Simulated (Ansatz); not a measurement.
**Ionic part of the dielectric constant of BN, mode by mode**

Theory: Ansatz 0.2.0, DFT PBE, scalar-relativistic, plane waves, PAW. Plane waves to 420 eV; Γ-centred k mesh 12×12×12; fixed occupations. No spin polarisation. Phonons by linear response, acoustic sum rule imposed.

Space group R3m (No. 160), trigonal, a = 2.557 Å, c = 18.951 Å. B on its first site is surrounded by 4 N at 1.57–1.58 Å; B on its second site has 4 N at 1.57 Å; B on its third site has 4 N at 1.57–1.58 Å; around N on its first site lie 4 B at 1.57–1.58 Å; N on its second site is surrounded by 4 B at 1.57–1.58 Å; N on its third site has 4 B at 1.57 Å.

The structure comes from a generated guess, relaxed at this level; another structure or a mixture of phases may lie lower.

The primitive cell has V = 35.77 Å³ and ε∞,xx = 4.589. Each polar mode adds Δε = (4.92064×10⁷/V)·S/ν² along x, with S its oscillator strength in e²/amu, ν in cm⁻¹ and V in Å³.

Q: From these modes, find each Δε and ε0,xx.
| ν (cm⁻¹) | S_xx (e²/amu) |
| --- | --- |
| 960.82 | 0.00122 |
| 981.25 | 0.00864 |
| 1036.23 | 1.71 |

A:
```tsv
ν (cm⁻¹)	Δε
960.82	0.00
981.25	0.01
1036.23	2.19
```

The sum is 2.20, so ε0,xx = 6.79; the run's tensor has 6.79.

Q: Where do the longitudinal modes lie for a wave vector along x?

A: At 960.87, 981.48, 1260.50 cm⁻¹. The Lyddane–Sachs–Teller product Π(ν_LO/ν_TO)² = 1.48 agrees with ε0/ε∞ = 1.48.
